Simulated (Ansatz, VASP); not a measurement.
## Be in VASP and in Ansatz

```xyz
1
Lattice="-1.2406 1.2406 1.2700 1.2406 -1.2406 1.2700 1.2406 1.2406 -1.2700" Properties=species:S:1:pos:R:3 pbc="T T T"
Be    0.0000    0.0000    0.0000
```

Alike in both runs: functional r2SCAN; k mesh 24 × 24 × 24; occupations gaussian, width 0.1 eV; no spin polarisation.

Ansatz relaxed the structure, and its values are those at the end. VASP's run is a single point on that final structure, the one shown.

```csv
,VASP,Ansatz
version,VASP 6.6.1,Ansatz 0.2.0
potentials or method,"VASP PAW PBE potentials, release 64 (Be)","scalar-relativistic, plane waves, PAW"
plane-wave cutoff (eV),520,500
valence electrons in the cell,2,2
```

```csv
,VASP,Ansatz,Ansatz less VASP
gap on the k mesh at the Fermi level (eV),none,none,-
pressure (GPa),0.2,0.0,-0.18
```

A gap of «none» marks a metal or a gap that the smearing closes. The functional is the same, so the differences come from potentials, cutoffs and numerics.

Caveats: the PAW data sets were made with another functional, which shifts forces and pressure a little (VASP).
